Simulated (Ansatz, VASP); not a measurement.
**Y in VASP and in Ansatz**

INCAR

```
PREC = Accurate
ENCUT = 520
EDIFF = 1E-7
ISMEAR = -1
SIGMA = 0.05
LREAL = False
LASPH = True
NELM = 150
ALGO = Normal
ISIF = 2
LWAVE = False
LCHARG = False
LMAXMIX = 4
LDAU = True
LDAUTYPE = 2
LDAUL = 2
LDAUU = 2
LDAUJ = 0
LDAUPRINT = 1
GGA = CA
NBANDS = 12
```

The input KPOINTS:

```
Automatic mesh
0
Gamma
  9 9 9
```

File POSCAR:

```
Y
1.0
    0.0000000000      2.5519910612      2.5519910612
    2.5519910612      0.0000000000      2.5519910612
    2.5519910612      2.5519910612      0.0000000000
Y
1
Direct
    0.0000000000      0.0000000000      0.0000000000
```

The input input.yaml:

```yaml
crystal:
  lattice:
    - [0.0, 2.5519910612, 2.5519910612]
    - [2.5519910612, 0.0, 2.5519910612]
    - [2.5519910612, 2.5519910612, 0.0]
  atoms:
    - { symbol: "Y", position: [0.0, 0.0, 0.0] }
kpoints:
  mp_grid: { grid: [9, 9, 9] }
scf:
  occupations: { method: fermi_dirac, width: 0.05 }
hamiltonian:
  xc: lda
  pseudopotentials: { kind: all_electron, lapw: { basis_error: 0.001 } }
  hubbard:
    sites: [{ species: "Y", l: d, u_eff: 2 }]
    double_counting: fll
    projectors: ortho-atomic
output:
  forces: true
  stress: true
  eigenvalues: true
  hubbard: {}
```

Alike in both runs: task single point; functional LDA; k mesh 9 × 9 × 9; occupations fermi-dirac, width 0.05 eV; no spin polarisation; Hubbard terms Y d U = 2.0 eV.

|  | VASP | Ansatz |
| --- | --- | --- |
| version | VASP 6.6.1 | Ansatz 0.2.0 |
| potentials or method | VASP PAW LDA potentials, release 64 (Y_sv) | all-electron LAPW, scalar-relativistic |
| plane-wave cutoff (eV) | 520 | see its input |

VASP gave:

```
gap on the k mesh at the Fermi level (eV) : none
pressure (GPa)                            : -0.9
```

Problem. Which values does Ansatz return?

Solution. gap on the k mesh at the Fermi level (eV): none; pressure (GPa): -1.6.

The programs project onto different local orbitals, so the same U acts differently. A gap of «none» marks a metal or a gap that the smearing closes. Ansatz ran all-electron here, so the differences hold the error of VASP's frozen core and of both bases.

Caveats: U without spin polarisation on a metal has little footing; the U is typed as a test and isn't derived for this compound; U is the effective U less J, on atomic orbitals that reach past the spheres (Ansatz).
